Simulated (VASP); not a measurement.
# HgTe (Fm-3m) in VASP: single point with PBEsol

Aim: the single point of HgTe with PBEsol.

All numbers are computed with VASP 6.6.1; they aren't measurements. Logs are shortened: lines on timing, memory, paths and dates and some standing lists are left out, and cuts for length are marked.

### Step 1. The crystal as given

It takes space group Fm-3m (No. 225, cubic). The conventional cell has a = 6.154 Å, b = 6.154 Å, c = 6.154 Å, α = 90.00°, β = 90.00°, γ = 90.00°. Hg (site symmetry m-3m) has 6 Te at 3.08 Å as nearest neighbours. Around Te (site symmetry m-3m) lie 6 Hg at 3.08 Å.

Measurements of this composition are mostly on another form, of space group No. 216.

### Step 2. Single point, PBEsol

Contents of INCAR:

```
SYSTEM = HgTe
PREC = Accurate
ENCUT = 520
EDIFF = 1E-6
ISMEAR = 0
SIGMA = 0.15
LREAL = .False.
LASPH = .True.
NELM = 100
ALGO = Fast
ISIF = 2
LWAVE = .False.
LCHARG = .True.
GGA = PS
LELF = .True.
LVHAR = .True.
NBANDS = 16
```

Contents of KPOINTS:

```
regular mesh
0
Gamma
  14 14 14
  0 0 0
```

Contents of POSCAR:

```
HgTe
1.0
    0.0000000000      3.0771170000      3.0771170000
    3.0771170000      0.0000000000      3.0771170000
    3.0771170000      3.0771170000      0.0000000000
Hg Te
1 1
Direct
    0.0000000000      0.0000000000      0.0000000000
    0.5000000000      0.5000000000      0.5000000000
```

Potentials or basis: VASP PAW PBE potentials, release 64 (Hg, Te).

Command:

```bash
> cat potpaw_PBE.64/Hg/POTCAR potpaw_PBE.64/Te/POTCAR > POTCAR
> mpirun -np 1 vasp_std > vasp.out
```

OUTCAR:

```text
SYSTEM = HgTe
   PREC = Accurate
   ENCUT = 520
   EDIFF = 1E-6
   ISMEAR = 0
   LREAL = .False.
   LASPH = .True.
   NELM = 100
   ISIF = 2
   GGA = PS

 ion  position               nearest neighbor table
   1  0.000  0.000  0.000-   2 3.08   2 3.08   2 3.08   2 3.08   2 3.08   2 3.08
   2  0.500  0.500  0.500-   1 3.08   1 3.08   1 3.08   1 3.08   1 3.08   1 3.08

  LATTYP: Found a face centered cubic cell.
 ALAT       =     6.1542340000

  Lattice vectors:

 A1 = (   0.0000000000,   3.0771170000,   3.0771170000)
 A2 = (   3.0771170000,   0.0000000000,   3.0771170000)
 A3 = (   3.0771170000,   3.0771170000,   0.0000000000)

Analysis of symmetry for initial positions (statically):
=====================================================================
 Subroutine PRICEL returns:
 Original cell was already a primitive cell.

 Routine SETGRP: Setting up the symmetry group for a
 face centered cubic supercell.

 Subroutine GETGRP returns: Found 48 space group operations
 (whereof 48 operations were pure point group operations)
 out of a pool of 48 trial point group operations.

The static configuration has the point symmetry O_h .

Analysis of symmetry for dynamics (positions and initial velocities):
=====================================================================
 Subroutine PRICEL returns:
 Original cell was already a primitive cell.

 Routine SETGRP: Setting up the symmetry group for a
 face centered cubic supercell.

 Subroutine GETGRP returns: Found 48 space group operations
 (whereof 48 operations were pure point group operations)
 out of a pool of 48 trial point group operations.

The dynamic configuration has the point symmetry O_h .

 Subroutine INISYM returns: Found 48 space group operations
 (whereof 48 operations are pure point group operations),
 and found     1 'primitive' translations

----------------------------------------------------------------------------------------

                                     Primitive cell

  volume of cell :      58.2723

  direct lattice vectors                    reciprocal lattice vectors
     0.000000000  3.077117000  3.077117000    -0.162489759  0.162489759  0.162489759
     3.077117000  0.000000000  3.077117000     0.162489759 -0.162489759  0.162489759
     3.077117000  3.077117000  0.000000000     0.162489759  0.162489759 -0.162489759

  length of vectors
     4.351700594  4.351700594  4.351700594     0.281440518  0.281440518  0.281440518

  position of ions in fractional coordinates (direct lattice)
     0.000000000  0.000000000  0.000000000
     0.500000000  0.500000000  0.500000000

  ion indices of the primitive-cell ions
   primitive index   ion index
                 1           1
                 2           2

----------------------------------------------------------------------------------------

 KPOINTS: regular mesh

Automatic generation of k-mesh.
 Grid dimensions read from file:
 generate k-points for:   14   14   14

 Generating k-lattice:

  Cartesian coordinates                     Fractional coordinates (reciprocal lattice)
    -0.011606411  0.011606411  0.011606411     0.071428571  0.000000000  0.000000000
     0.011606411 -0.011606411  0.011606411     0.000000000  0.071428571  0.000000000
     0.011606411  0.011606411 -0.011606411     0.000000000  0.000000000  0.071428571

  Length of vectors
     0.020102894  0.020102894  0.020102894

  Shift w.r.t. Gamma in fractional coordinates (k-lattice)
     0.000000000  0.000000000  0.000000000

 Subroutine IBZKPT returns following result:
 ===========================================

 Found    104 irreducible k-points:

 Following reciprocal coordinates:
            Coordinates               Weight
  0.000000  0.000000  0.000000      1.000000
  0.071429  0.000000  0.000000      8.000000
  0.142857  0.000000  0.000000      8.000000
  0.214286  0.000000  0.000000      8.000000
  0.285714  0.000000  0.000000      8.000000
  0.357143  0.000000  0.000000      8.000000
[... 16 lines left out ...]
  0.214286  0.142857  0.000000     24.000000
  0.285714  0.142857  0.000000     24.000000
 [... further k-points ...]
   k-points           NKPTS =    104   k-points in BZ     NKDIM =    104   number of bands    NBANDS=     16
   number of dos      NEDOS =    301   number of ions     NIONS =      2
   total plane-waves  NPLWV =  32768
   dimension x,y,z NGX =    32 NGY =   32 NGZ =   32
   dimension x,y,z NGXF=    64 NGYF=   64 NGZF=   64
   ions per type =               1   1
   NGX,Y,Z   is equivalent  to a cutoff of  12.22, 12.22, 12.22 a.u.
   NGXF,Y,Z  is equivalent  to a cutoff of  24.45, 24.45, 24.45 a.u.
 SYSTEM =  HgTe
   PREC   = accura    normal or accurate (medium, high low for compatibility)
   ISTART =      0    job   : 0-new  1-cont  2-samecut
   ICHARG =      2    charge: 1-file 2-atom 10-const
   ISPIN  =      1    spin polarized calculation?
   LNONCOLLINEAR =      F non collinear calculations
   LSORBIT =      F    spin-orbit coupling
   LASPH  =      T    aspherical Exc in radial PAW
   ENCUT  =  520.0 eV  38.22 Ry    6.18 a.u.   8.09  8.09  8.09*2*pi/ulx,y,z
   NELM   =    100;   NELMIN=  2; NELMDL= -5     # of ELM steps
   EDIFF  = 0.1E-05   stopping-criterion for ELM
   LREAL  =      F    real-space projection
   EDIFFG = 0.1E-04   stopping-criterion for IOM
   NSW    =      0    number of steps for IOM
   IBRION =     -1    ionic relax: 0-MD 1-quasi-New 2-CG
   NFREE  =      0    steps in history (QN), initial steepest desc. (CG)
   ISIF   =      2    stress and relaxation
   ISYM   =      2    0-nonsym 1-usesym 2-fastsym
   POTIM  = 0.5000    time-step for ionic-motion
   TEBEG  =    0.0;   TEEND  =   0.0 temperature during run
   PSTRESS=    0.0 pullay stress
   NELECT =      18.0000    total number of electrons
   NUPDOWN=      -1.0000    fix difference up-down
   EMIN   =  10.00;   EMAX   =-10.00  energy-range for DOS
   EFERMI =   0.00;   METHOD = LEGACY
   ISMEAR =     0;   SIGMA  =   0.15  broadening in eV -4-tet -1-fermi 0-gaus
   EFERMI_NEDOS =   21; number of points for ismear=-14 and -15
   IALGO  =     68    algorithm
   IMIX   =      4    mixing-type and parameters
     AMIX     =   0.40;   BMIX     =  1.00
     AMIX_MAG =   1.60;   BMIX_MAG =  1.00
  volume/ion in A,a.u.               =      29.14       196.62
  Fermi-wavevector in a.u.,A,eV,Ry     =   1.106653  2.091272 16.662809  1.224682
  Thomas-Fermi vector in A             =   2.243157
   LORBIT       =      0    0 simple, 1 ext, 2 COOP (PROOUT), +10 PAW based schemes
   GGA     = PS    functional components
   LHFCALC =     F    Hartree Fock is set to
   AEXX    =    0.0000 exact exchange contribution
   IVDW    =     0    specifies the selected vdW correction
   LEPSILON=     F    determine dielectric tensor
   LRPA    =     F    only Hartree local field effects (RPA)
 non-spin polarized calculation
 RMM-DIIS sequential band-by-band and
 Gauss-broadening in eV      SIGMA  =   0.15
  energy-cutoff  :      520.00
  volume of cell :       58.27
 maximum number of plane-waves:      1588
   NGX = 17   NGY = 17   NGZ = 17

 number of electron      17.9999999 magnetization

 Free energy of the ion-electron system (eV)
  ---------------------------------------------------
  ext. energy  EPLUGINS =         0.00000000
  ---------------------------------------------------
  free energy    TOTEN  =        -4.16835590 eV

  energy without entropy =       -4.15396960  energy(sigma->0) =       -4.16116275

 E-fermi :   3.9321     XC(G=0):  -9.9182

 val. band max:        3.9176845965   @ k =   0.4286   0.1429   0.0714
 cond. band min:       3.9329845020   @ k =  -0.2143   0.0714   0.0000
 fundamental gap:      0.0152999055
 Fermi energy:         3.9320529060

 k-point     1 :       0.0000    0.0000    0.0000
  band No.  band energies     occupation
      1      -7.9359      2.00000
      2      -2.6344      2.00000
      3      -2.6344      2.00000
      4      -2.5751      2.00000
      5      -2.5751      2.00000
      6      -2.5751      2.00000
[... 8 lines left out ...]
     15      11.6041      0.00000
     16      11.6041      0.00000

 k-point     2 :       0.0714    0.0000    0.0000
  band No.  band energies     occupation
      1      -7.8934      2.00000
      2      -2.6497      2.00000
      3      -2.6497      2.00000
      4      -2.5803      2.00000
      5      -2.5695      2.00000
      6      -2.5695      2.00000
[... 8 lines left out ...]
     15      11.7785      0.00000
     16      11.7785      0.00000

 k-point     3 :       0.1429    0.0000    0.0000
  band No.  band energies     occupation
      1      -7.7691      2.00000
      2      -2.6955      2.00000
      3      -2.6955      2.00000
      4      -2.5979      2.00000
      5      -2.5497      2.00000
      6      -2.5497      2.00000
[... 8 lines left out ...]
     15      12.0449      0.00000
     16      12.0449      0.00000

 k-point     4 :       0.2143    0.0000    0.0000
  band No.  band energies     occupation
      1      -7.5736      2.00000
      2      -2.7621      2.00000
      3      -2.7621      2.00000
      4      -2.6352      2.00000
      5      -2.5182      2.00000
      6      -2.5182      2.00000
[... 8 lines left out ...]
     15      12.4543      0.00000
     16      12.4543      0.00000

 k-point     5 :       0.2857    0.0000    0.0000
  band No.  band energies     occupation
      1      -7.3283      2.00000
      2      -2.8341      2.00000
      3      -2.8341      2.00000
      4      -2.7063      2.00000
      5      -2.4821      2.00000
      6      -2.4821      2.00000
[... 8 lines left out ...]
     15      13.0082      0.00000
     16      13.0082      0.00000

 k-point     6 :       0.3571    0.0000    0.0000
  band No.  band energies     occupation
      1      -7.0718      2.00000
      2      -2.8970      2.00000
      3      -2.8970      2.00000
      4      -2.8244      2.00000
      5      -2.4489      2.00000
      6      -2.4489      2.00000
[... 8 lines left out ...]
     15      13.6829      0.00000
     16      13.6829      0.00000

 k-point     7 :       0.4286    0.0000    0.0000
  band No.  band energies     occupation
      1      -6.8657      2.00000
      2      -2.9630      2.00000
      3      -2.9395      2.00000
      4      -2.9395      2.00000
      5      -2.4256      2.00000
      6      -2.4256      2.00000
[... 8 lines left out ...]
     15      14.3946      0.00000
     16      14.3946      0.00000

 k-point     8 :       0.5000    0.0000    0.0000
  band No.  band energies     occupation
      1      -6.7844      2.00000
      2      -3.0293      2.00000
      3      -2.9545      2.00000
      4      -2.9545      2.00000
      5      -2.4172      2.00000
      6      -2.4172      2.00000
[... 8 lines left out ...]
     15      14.7937      0.00000
     16      14.7937      0.00000

 k-point     9 :       0.0714    0.0714    0.0000
  band No.  band energies     occupation
      1      -7.8798      2.00000
      2      -2.6763      2.00000
      3      -2.6300      2.00000
      4      -2.5816      2.00000
      5      -2.5688      2.00000
      6      -2.5688      2.00000
[... 8 lines left out ...]
     15      12.3176      0.00000
     16      12.3176      0.00000
[... 172 lines left out ...]
 k-point    19 :      -0.2143    0.0714    0.0000
  band No.  band energies     occupation
      1      -7.4680      2.00000
      2      -2.8208      2.00000
      3      -2.7771      2.00000
      4      -2.6398      2.00000
      5      -2.5146      2.00000
      6      -2.4901      2.00000
[... 8 lines left out ...]
     15      12.2226      0.00000
     16      13.3520      0.00000

 k-point    20 :      -0.1429    0.0714    0.0000
  band No.  band energies     occupation
      1      -7.6776      2.00000
      2      -2.7527      2.00000
      3      -2.7056      2.00000
      4      -2.6048      2.00000
      5      -2.5441      2.00000
      6      -2.5266      2.00000
[... 8 lines left out ...]
     15      11.9868      0.00000
     16      12.7751      0.00000

 k-point    21 :      -0.0714    0.0714    0.0000
  band No.  band energies     occupation
      1      -7.8241      2.00000
      2      -2.6922      2.00000
      3      -2.6585      2.00000
      4      -2.5874      2.00000
      5      -2.5627      2.00000
      6      -2.5559      2.00000
[... 8 lines left out ...]
     15      11.9949      0.00000
     16      12.2711      0.00000

 k-point    22 :       0.1429    0.1429    0.0000
  band No.  band energies     occupation
      1      -7.7223      2.00000
      2      -2.7795      2.00000
      3      -2.6174      2.00000
      4      -2.5997      2.00000
      5      -2.5485      2.00000
      6      -2.5485      2.00000
[... 8 lines left out ...]
     15      13.2813      0.00000
     16      13.2813      0.00000

 k-point    23 :       0.2143    0.1429    0.0000
  band No.  band energies     occupation
      1      -7.5890      2.00000
      2      -2.8371      2.00000
      3      -2.6368      2.00000
      4      -2.6139      2.00000
      5      -2.5311      2.00000
      6      -2.5189      2.00000
[... 8 lines left out ...]
     15      13.3877      0.00000
     16      13.5995      0.00000

 k-point    24 :       0.2857    0.1429    0.0000
  band No.  band energies     occupation
      1      -7.3987      2.00000
      2      -2.8871      2.00000
      3      -2.6915      2.00000
      4      -2.6363      2.00000
      5      -2.5070      2.00000
      6      -2.4771      2.00000
[... 8 lines left out ...]
     15      13.4909      0.00000
     16      13.9305      0.00000

 [... further k-points ...]

------------------------ aborting loop because EDIFF is reached ----------------------------------------

  FORCE on cell =-STRESS in cart. coord.  units (eV):
  Direction    XX          YY          ZZ          XY          YZ          ZX
  --------------------------------------------------------------------------------------
  -------------------------------------------------------------------------------------
  Total       -1.2453474     -1.2453474     -1.2453474     -0.0000000     -0.0000000      0.0000000
  in kB      -34.2404201    -34.2404201    -34.2404201     -0.0000000     -0.0000000      0.0000000
  external PRESSURE =     -34.2404201 kB  Pullay stress =       0.0000000 kB

 VOLUME and BASIS-vectors are now :
 -----------------------------------------------------------------------------
  energy-cutoff  :      520.00
  volume of cell :       58.27
      direct lattice vectors                 reciprocal lattice vectors
     0.000000000  3.077117000  3.077117000    -0.162489759  0.162489759  0.162489759
     3.077117000  0.000000000  3.077117000     0.162489759 -0.162489759  0.162489759
     3.077117000  3.077117000  0.000000000     0.162489759  0.162489759 -0.162489759

 POSITION                                       TOTAL-FORCE (eV/Angst)
 -----------------------------------------------------------------------------------
      0.00000      0.00000      0.00000        -0.000000      0.000000     -0.000000
      3.07712      3.07712      3.07712         0.000000     -0.000000      0.000000
 -----------------------------------------------------------------------------------
    total drift:                                0.000000     -0.000000     -0.000000

  FREE ENERGIE OF THE ION-ELECTRON SYSTEM (eV)
  ---------------------------------------------------
  free  energy   TOTEN  =        -4.1683559027 eV

  energy  without entropy=       -4.1539696014  energy(sigma->0) =       -4.16116275
```

Wall time 96 s (1 thread of Intel Xeon Platinum 8259CL at 2.50GHz (Skylake/Cascade Lake), shared host); peak memory 0.25 GiB.

Results:

```yaml
Free_energy: -4.1684 eV
Pressure: -3.4 GPa
Band_gap_on_the_k_mesh: none (metal or under the smearing width)
```

Caveat: the PAW data sets were made with another functional, which shifts forces and pressure a little.
